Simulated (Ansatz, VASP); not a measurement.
**Two plane-wave programs on Ag**

```
CELL_PARAMETERS angstrom
0.00000 1.98694 1.98694
1.98694 0.00000 1.98694
1.98694 1.98694 0.00000
ATOMIC_POSITIONS crystal
Ag 0.00000 0.00000 0.00000
```

Alike in both runs: task single point; functional PBE; k mesh 21 × 21 × 21; occupations fermi-dirac, width 0.1 eV; no spin polarisation.

|  | VASP | Ansatz |
| --- | --- | --- |
| version | VASP 6.6.1 | Ansatz 0.2.0 |
| potentials or method | VASP PAW PBE potentials, release 64 (Ag) | plane waves (420 eV) with PAW, scalar-relativistic |
| plane-wave cutoff (eV) | 520 | 420 |
| valence electrons in the cell | 11 | 19 |

```csv
,VASP,Ansatz,Ansatz less VASP
pressure (GPa),16.7,17.0,+0.30
```

The two sets of potentials don't hold the same shells in valence.

Caveats: so large a pressure means that the cell lies far from this level's equilibrium, or that cutoff or potentials fall short (VASP).
